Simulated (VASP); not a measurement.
Set up this calculation in VASP 6.6.1, as the native input.

- Task: single point
- Functional: PBEsol
- Potentials or basis: VASP PAW PBE potentials, release 64 (Sb)
- Cutoff: 520 eV
- k mesh: 14 × 10 × 10
- Occupations: gaussian, width 0.1 eV
- Spin: no spin polarisation
- Further INCAR settings: ALGO = Normal; EDIFF = 1e-06; NBANDS = 12

The structure of Sb lies in POSCAR:

```
Sb
1.0
    3.1224020000      0.0000000000      0.0000000000
    0.0000000000      4.3475180000      0.0000000000
   -0.0389150000      0.0000000000      4.4058520000
Sb
2
Direct
    0.9886110000      0.7500000000      0.7588340000
    0.0113890000      0.2500000000      0.2411660000
```

This isn't the form of Sb at room conditions, which is rhombohedral.

These files were run (other wordings do the same):

INCAR

```
PREC = Accurate
ENCUT = 520
EDIFF = 1E-6
ISMEAR = 0
SIGMA = 0.1
LREAL = F
LASPH = T
NELM = 60
ALGO = Normal
ISIF = 2
LWAVE = F
LCHARG = T
GGA = PS
LELF = T
LVHAR = T
NBANDS = 12
```

KPOINTS

```
Automatic mesh
0
Gamma
  14 10 10
```

Potentials or basis: VASP PAW PBE potentials, release 64 (Sb).

Command:

```console
$ cat potpaw_PBE.64/Sb/POTCAR > POTCAR
$ mpirun -np 1 vasp_std > vasp.out
```

Results of the run:

```
Pressure               : -2.2 GPa
Largest force          : 0.104 eV/Å
Band gap on the k mesh : none (metal or under the smearing width)
```

Caveat: the PAW data sets were made with another functional, which shifts forces and pressure a little.

Wall time 55 s on 1 thread of Intel(R) Xeon(R) 6975P-C (Granite Rapids), on a shared host, peak memory 0.38 GiB.
